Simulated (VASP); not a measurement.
C:

```
CELL_PARAMETERS angstrom
2.52210 0.00000 0.00000
-1.26105 2.18420 0.00000
0.00000 0.00000 8.23710
ATOMIC_POSITIONS crystal
C 0.66667 0.33333 0.84375
C 0.33333 0.66667 0.34375
C 0.66667 0.33333 0.65625
C 0.33333 0.66667 0.15625
C 0.00000 0.00000 0.90625
C 0.00000 0.00000 0.40625
C 0.00000 0.00000 0.59375
C 0.00000 0.00000 0.09375
```

This is a hexagonal form of diamond, not graphite.

| Quantity | Value |
| --- | --- |
| Program | VASP 6.6.1 |
| Task | relaxation of cell and atoms |
| Functional | BEEF-vdW |
| Potentials or basis | VASP PAW PBE potentials, release 64 (C) |
| Cutoff | 600 eV |
| k mesh | 12 × 12 × 4 |
| Occupations | fermi-dirac, width 0.05 eV |
| Spin | no spin polarisation |

At the start: pressure 1.8 GPa; volume 5.67 Å³/atom.

Task: How do energy, volume and symmetry change on relaxing?

Result: Over 6 steps the energy falls by 2.5 meV/atom and the volume is 5.69 Å³/atom (+0.4 %); space group P6_3/mmc (No. 194, to 0.05 Å).

Step by step:
| step | energy change (eV) | largest force (eV/Å) | pressure (GPa) | volume (Å³) |
| --- | --- | --- | --- | --- |
| 1 | 0.0000 | 0.3319 | 1.80 | 45.38 |
| 2 | 0.0124 | 0.4859 | -1.89 | 45.79 |
| 3 | -0.0198 | 0.0364 | 0.02 | 45.56 |
| 4 | -0.0198 | 0.0303 | 0.06 | 45.55 |
| 5 | -0.0198 | 0.0316 | -0.06 | 45.56 |
| 6 | -0.0199 | 0.0048 | 0.00 | 45.56 |

Final structure:
```xyz
8
Lattice="2.5173 0.0000 0.0000 -1.2587 2.1801 0.0000 0.0000 0.0000 8.3014" Properties=species:S:1:pos:R:3 pbc="T T T"
C     1.2587    0.7267    7.0101
C     0.0000    1.4534    2.8594
C     1.2587    0.7267    5.4420
C     0.0000    1.4534    1.2913
C     1.2587    2.1801    7.5295
C     0.0000    0.0000    3.3788
C     0.0000    0.0000    4.9226
C     0.0000    0.0000    0.7719
```

Caveat: the PAW data sets were made with another functional, which shifts forces and pressure a little.
